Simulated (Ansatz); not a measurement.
# Ti: the cost of one run

Program: Ansatz 0.2.0. Level of theory: DFT PBEsol, scalar-relativistic, plane waves, PAW. These are calculated values, not measurements.

1 further run of the same task is left out (set aside as unsound or not needed).

### 1 The starting structure

The structure is hexagonal, space group P6_3/mmc (No. 194). The conventional cell has a = 2.900 Å, b = 2.900 Å, c = 4.591 Å, α = 90.00°, β = 90.00°, γ = 120.00°. Around Ti (site symmetry -6m2) lie 12 Ti at 2.84 to 2.90 Å.

As a file:

```cif
data_structure
_symmetry_space_group_name_H-M 'P 1'
_symmetry_Int_Tables_number 1
_cell_length_a 2.9005
_cell_length_b 2.9005
_cell_length_c 4.5909
_cell_angle_alpha 90.000
_cell_angle_beta 90.000
_cell_angle_gamma 120.000
_cell_volume 33.45
loop_
_atom_site_label
_atom_site_type_symbol
_atom_site_fract_x
_atom_site_fract_y
_atom_site_fract_z
_atom_site_occupancy
Ti1 Ti 0.33333 0.66667 0.25000 1
Ti2 Ti 0.66667 0.33333 0.75000 1
```

It is the result of an earlier relaxation at this level (volume 16.72 Å³/atom; gap on the mesh: none (metal)).

### 2 Electronic structure at the relaxed geometry

input.yaml

```yaml
crystal:
  lattice:
    - [2.9004758374, 0.0, 0.0]
    - [-1.4502379187, 2.5118857582, 0.0]
    - [0.0, 0.0, 4.5909212534]
  atoms:
    - { symbol: Ti, position: [0.3333333333, 0.6666666667, 0.25] }
    - { symbol: Ti, position: [0.6666666667, 0.3333333333, 0.75] }
basis:
  ecutwfc: 420
kpoints:
  mp_grid: { grid: [18, 18, 10] }
  band_path:
    path:
      - [[0.0, 0.0, 0.0], [0.5, 0.0, 0.0], [0.33333333, 0.33333333, 0.0], [0.0, 0.0, 0.0], [0.0, 0.0, 0.5], [0.5, 0.0, 0.5], [0.33333333, 0.33333333, 0.5], [0.0, 0.0, 0.5]]
      - [[0.5, 0.0, 0.5], [0.5, 0.0, 0.0]]
      - [[0.33333333, 0.33333333, 0.5], [0.33333333, 0.33333333, 0.0]]
    npoints: 14
hamiltonian:
  xc: pbesol
scf:
  occupations: { method: gaussian, width: 0.1 }
  n_extra_bands: 6
output:
  forces: true
  stress: true
  eigenvalues: true
  populations: true
  dos: { projected: true, de: 0.02, nscf_kmesh: { grid: [27, 27, 15] } }
  bader: true
  write_density: true
  write_potential: true
  elf: true
  volumetric_format: npy
```

The run is started by

```sh
ansatz run input.yaml --threads 1 --pin off --max-ram 2560MiB --backend cpu --events-out ev --progress --plain --runs-dir out
```

**Question.** How long does this run take on 1 thread of Intel Xeon 6975P-C (Granite Rapids), shared host, and how much memory does it need?

About 13 s, with a peak of 0.5 GiB.
